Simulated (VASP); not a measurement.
## TePt under changes of volume

One of the cells (22.721 Å³/atom); the others are scaled copies at fixed shape and fractional positions:

```xyz
4
Lattice="4.2911 0.0000 0.0000 -2.1456 3.7162 0.0000 0.0000 0.0000 5.6993" Properties=species:S:1:pos:R:3 pbc="T T T"
Pt    0.0000    0.0000    0.0000
Pt    0.0000    0.0000    2.8496
Te    0.0000    2.4775    1.4248
Te    2.1456    1.2387    4.2745
```

Measurements of this composition are mostly on another form, of space group No. 166.

```yaml
Program: VASP 6.6.1
Functional: PBEsol
Potentials_or_basis: VASP PAW PBE potentials, release 64 (Pt, Te)
Cutoff: 520 eV
k_mesh: 7 × 7 × 5
Occupations: fermi-dirac, width 0.05 eV
Spin: no spin polarisation
```

| volume (Å³/atom) | energy over the lowest point (meV/atom) | pressure (GPa) |
| --- | --- | --- |
| 20.939 | ? | ? |
| 21.385 | 0.00 | 0.0 |
| 21.830 | 3.75 | -2.7 |
| 22.721 | 31.57 | -7.2 |
| 23.167 | 54.04 | -9.0 |
| 23.612 | 81.30 | -10.6 |

Task: What does the run at 20.939 Å³/atom give?

Result: Energy over the lowest point 4.29 meV/atom; pressure 3.1 GPa.

Worked out: A Birch-Murnaghan fit of order 3 (a polynomial in V^(-2/3)) to the other rows has its minimum at 21.39 Å³/atom with B0 = V·E''(V) = 138 GPa and B' = 5.1 at fixed shape and positions, which overstates the stiffness. It gives 4.23 meV/atom at 20.939 Å³/atom, against the run's 4.29, and -dE/dV = 3.1 GPa, against 3.1.

Energies are extrapolated to zero smearing.

Caveats: the PAW data sets were made with another functional, which shifts forces and pressure a little.
